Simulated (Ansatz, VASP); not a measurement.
**TiN in VASP and in Ansatz**

```xyz
2
Lattice="0.0000 2.1020 2.1020 2.1020 0.0000 2.1020 2.1020 2.1020 0.0000" Properties=species:S:1:pos:R:3 pbc="T T T"
Ti    0.0000    0.0000    0.0000
N     2.1020    2.1020    2.1020
```

Alike in both runs: functional PBEsol; k mesh 18 × 18 × 18; occupations gaussian, width 0.1 eV; no spin polarisation.

Ansatz relaxed the structure, and its values are those at the end. VASP's run is a single point on that final structure, the one shown.

|  | VASP | Ansatz |
| --- | --- | --- |
| version | VASP 6.6.1 | Ansatz 0.2.0 |
| potentials or method | VASP PAW PBE potentials, release 64 (Ti_sv, N) | scalar-relativistic, plane waves, PAW |
| plane-wave cutoff (eV) | 520 | 420 |
| valence electrons in the cell | 17 | 17 |

VASP gave:

- gap on the k mesh at the Fermi level (eV): none
- pressure (GPa): 0.5

Problem. What did Ansatz give for the same quantities?

Solution. gap on the k mesh at the Fermi level (eV): none; pressure (GPa): 0.0.

A gap of «none» marks a metal or a gap that the smearing closes.

Caveats: the PAW data sets were made with another functional, which shifts forces and pressure a little (VASP).
